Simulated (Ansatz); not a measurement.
**Sn: what symmetry allows forces and stress to be**

```
CELL_PARAMETERS angstrom
-2.94014 2.94014 1.59930
2.94014 -2.94014 1.59930
2.94014 2.94014 -1.59930
ATOMIC_POSITIONS crystal
Sn 0.78826 0.25000 0.53826
Sn 0.00000 0.00000 0.00000
```

Level of theory: DFT PBE, scalar-relativistic, plane waves, PAW (Ansatz 0.2.0).

Cutoff 420 eV; k points 14×14×14 on the computed 2-atom cell (Γ-centred); Gaussian smearing, width 0.10 eV; no spin polarisation.

This distorted cell has space group C2/m, with 4 operations.

Task: Without a calculation: in which directions can each atom feel a force?

Result: A force must be left unchanged by every operation that keeps its atom in place, so it lies in the space that those operations leave fixed. Atoms that the group maps onto each other feel forces of one size.
| atom | site symmetry | operations at the site | equivalent to atom | allowed force (Cartesian) |
| --- | --- | --- | --- | --- |
| Sn1 | m | 2 | 1 | in the plane normal to (1.00, 0.00, 0.00) |
| Sn2 | m | 2 | 1 | in the plane normal to (1.00, 0.00, 0.00) |

That leaves 2 independent force components of 6. A relaxation in this cell that keeps the symmetry moves the atoms in these directions alone.

Task: And the stress tensor?

Result: It must be invariant under the point group, which leaves 4 independent components: xz, xy vanish.

Task: Do the computed values obey this?

Result: Yes. Forces (eV/Å):
```
Sn1  0.000 -0.914  0.157
Sn2  0.000  0.914 -0.157
```

Stress (GPa, compression positive, xx yy zz yz xz xy): 0.67 4.80 1.87 -1.59 0.00 0.00. The program imposes the same operations on density, forces and stress, so this confirms the analysis and is no independent test of the calculation.